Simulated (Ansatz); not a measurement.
Li2S (started from an entry of an open crystallographic database), relaxed with r2SCAN: 5 runs in the PAW code Ansatz, each a calculation of independent-particle optics. It is cubic, Fm-3m (No. 225); a = 5.691 Å in the conventional setting, 15.36 Å³ an atom. Li has 4 S at 2.46 Å; S has 8 Li at 2.46 Å. Calculated for a static, non-magnetic cell.

```
CELL_PARAMETERS angstrom
0.00000 2.84529 2.84529
2.84529 0.00000 2.84529
2.84529 2.84529 0.00000
ATOMIC_POSITIONS crystal
Li 0.25000 0.25000 0.25000
Li 0.75000 0.75000 0.75000
S 0.00000 0.00000 0.00000
```

On meshes this coarse, single peaks can be features of the mesh. No local fields, no excitons; the zone sum runs over the cells of the mesh, and ε∞ includes the bands left out of the spectrum. Up to four peaks are listed, those above 15 % of the tallest and inside the complete range; the four can differ from row to row. Rows marked drawn have settings drawn at random (some not listed).

```csv
functional,k mesh,broadening (eV),scissors (eV),range (eV),settings,direct gap on the mesh before scissors (eV),ε∞ xx,ε∞ yy,ε∞ zz,complete up to (eV),tallest peaks of mean ε₂ (eV)
PBE,6×6×6,0.1,0.00,0–17,chosen,4.29,4.29,4.29,4.29,17.0,5.75 6.70 7.10 8.50
r2SCAN,6×6×6,0.1,0.00,0–17,chosen,4.96,3.90,3.90,3.90,17.0,6.35 7.25 7.75 9.15
PBE,6×6×6,0.1,1.06 (to HSE06),0–17,chosen,4.29,3.87,3.87,3.87,17.0,6.80 7.75 8.15 9.55
PBEsol,4×4×4,0.4,2.50,2–10,drawn,4.11,3.52,3.52,3.52,10.0,9.40
PBEsol,4×4×4,0.4,0.00,0–10,drawn,4.11,4.45,4.45,4.45,10.0,6.75
```

The fundamental gap is indirect (3.39 eV with PBE on 6×6×6); the table holds the direct one.
